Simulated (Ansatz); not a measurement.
# Si: the cost of one run

Computed with Ansatz 0.2.0 (DFT PBE, scalar-relativistic, plane waves, PAW, unless a step's input says otherwise).

1 further run of the same task is left out (set aside as unsound or not needed).

**1. Starting point**

Symmetry: I4_1/amd, No. 141, tetragonal system. The conventional cell has a = 6.892 Å, b = 6.892 Å, c = 4.344 Å, α = 90.00°, β = 90.00°, γ = 90.00°. Si (site symmetry -4m2) has 4 Si at 2.37 Å as nearest neighbours. Si (site symmetry 2/m) has 6 Si at 2.37 to 2.67 Å as nearest neighbours.

Coordinates:

```cif
data_structure
_symmetry_space_group_name_H-M 'P 1'
_symmetry_Int_Tables_number 1
_cell_length_a 5.3355
_cell_length_b 5.3355
_cell_length_c 5.3355
_cell_angle_alpha 99.541
_cell_angle_beta 99.541
_cell_angle_gamma 131.952
_cell_volume 103.17
loop_
_atom_site_label
_atom_site_type_symbol
_atom_site_fract_x
_atom_site_fract_y
_atom_site_fract_z
_atom_site_occupancy
Si1 Si 0.00000 0.00000 0.00000 1
Si2 Si 0.75000 0.25000 0.50000 1
Si3 Si 0.37500 0.62500 0.75000 1
Si4 Si 0.37500 0.12500 0.75000 1
Si5 Si 0.37500 0.62500 0.25000 1
Si6 Si 0.87500 0.62500 0.25000 1
```

It is the end of an earlier relaxation with the same method, from a generated guess; it needn't be the stable form of this composition. At a tolerance of 0.05 Å it has space group I4_1/amd (No. 141); it has 17.20 Å³/atom, an uncorrected energy of +0.40 eV/atom over the standard state.

**2. Electronic structure at the relaxed geometry**

input.yaml

```yaml
crystal:
  lattice:
    - [-3.4459288973, 3.4459288973, 2.1721939588]
    - [3.4459288973, -3.4459288973, 2.1721939588]
    - [3.4459288973, 3.4459288973, -2.1721939588]
  atoms:
    - { symbol: Si, position: [0.0, 0.0, 0.0] }
    - { symbol: Si, position: [0.75, 0.25, 0.5] }
    - { symbol: Si, position: [0.375, 0.625, 0.75] }
    - { symbol: Si, position: [0.375, 0.125, 0.75] }
    - { symbol: Si, position: [0.375, 0.625, 0.25] }
    - { symbol: Si, position: [0.875, 0.625, 0.25] }
basis:
  ecutwfc: 420
kpoints:
  mp_grid: { grid: [10, 10, 10] }
  band_path:
    path:
      - [[0.0, 0.0, 0.0], [0.0, 0.0, 0.5], [-0.5, 0.5, 0.5], [0.0, 0.0, 0.0], [0.3493401, 0.3493401, -0.3493401]]
      - [[-0.3493401, 0.6506599, 0.3493401], [-0.5, 0.5, 0.5]]
      - [[0.0, 0.0, 0.5], [0.25, 0.25, 0.25], [0.0, 0.5, 0.0], [0.0, 0.0, 0.0]]
    npoints: 14
hamiltonian:
  xc: pbe
scf:
  occupations: { method: gaussian, width: 0.1 }
  n_extra_bands: 15
output:
  forces: true
  stress: true
  eigenvalues: true
  populations: true
  dos: { projected: true, de: 0.02, nscf_kmesh: { grid: [12, 12, 12] } }
  bader: true
  write_density: true
  write_potential: true
  elf: true
  volumetric_format: npy
```

Launch:

```sh
ansatz run input.yaml --threads 1 --pin off --max-ram 2560MiB --backend cpu --events-out ev --progress --plain --runs-dir out
```

Q: Estimate wall time and peak memory on 1 thread of Arm Neoverse V2, shared host.

About 85 s, with a peak of 0.53 GiB.
